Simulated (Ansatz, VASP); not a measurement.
## Ag: VASP beside Ansatz

File INCAR:

```
SYSTEM = Ag
ALGO = Normal ; EDIFF = 1E-7
ENCUT = 520 ; GGA = RE
GGA_COMPAT = .FALSE. ; ISIF = 2
ISMEAR = -1 ; IVDW = 12
LASPH = .TRUE. ; LCHARG = .FALSE.
LMAXMIX = 4 ; LORBIT = 11
LORBMOM = .TRUE. ; LREAL = .FALSE.
LSORBIT = .TRUE. ; LWAVE = .FALSE.
MAGMOM = 0 0 0 ; NBANDS = 22
NELM = 150 ; PREC = Accurate
SIGMA = 0.01
```

KPOINTS

```
k-points
0
G
  8 8 8
  0 0 0
```

POSCAR

```
Ag
1.0
    0.0000000000      2.0562785400      2.0562785400
    2.0562785400      0.0000000000      2.0562785400
    2.0562785400      2.0562785400      0.0000000000
Ag
1
Direct
    0.0000000000      0.0000000000      0.0000000000
```

File input.yaml:

```yaml
crystal:
  lattice:
    - [0.0, 2.05627854, 2.05627854]
    - [2.05627854, 0.0, 2.05627854]
    - [2.05627854, 2.05627854, 0.0]
  atoms:
    - { symbol: Ag, position: [0.0, 0.0, 0.0] }
kpoints:
  mp_grid: { grid: [8, 8, 8] }
scf:
  occupations: { method: fermi_dirac, width: 0.01 }
hamiltonian:
  xc: revpbe
  dispersion: d3bj
  pseudopotentials: { kind: all_electron, lapw: { basis_error: 0.0005 } }
magnetization:
  noncollinear: true
  spin_orbit: true
output:
  forces: true
  stress: true
  eigenvalues: true
```

Change from the starting cell: volume scaled by 1.02.

Alike in both runs: task single point; functional revPBE; dispersion D3(BJ); k mesh 8 × 8 × 8; occupations fermi-dirac, width 0.01 eV; non-collinear spin, spin-orbit coupling.

|  | VASP | Ansatz |
| --- | --- | --- |
| version | VASP 6.6.1 | Ansatz 0.2.0 |
| potentials or method | VASP PAW PBE potentials, release 64 (Ag) | all-electron LAPW, relativistic spinors |
| plane-wave cutoff (eV) | 520 | see its input |

Ansatz gave:

```
gap on the k mesh at the Fermi level (eV) : none
pressure (GPa)                            : -4.7
net moment per atom (μB)                  : 0.00
dispersion energy (meV/atom)              : -1103.8
```

Question: Which values does VASP return?

Answer: gap on the k mesh at the Fermi level (eV): none; pressure (GPa): -4.8; net moment per atom (μB): 0.00; dispersion energy (meV/atom): -1103.6.

A gap of «none» marks a metal or a gap that the smearing closes. Ansatz ran all-electron here, so the differences hold the error of VASP's frozen core and of both bases.

Caveats: the PAW data sets were made with another functional, which shifts forces and pressure a little (VASP); the k mesh is thin for a metal, which can move the energy by tens of meV per atom (Ansatz); pairwise dispersion overbinds metals, which lowers pressure and volume (Ansatz).
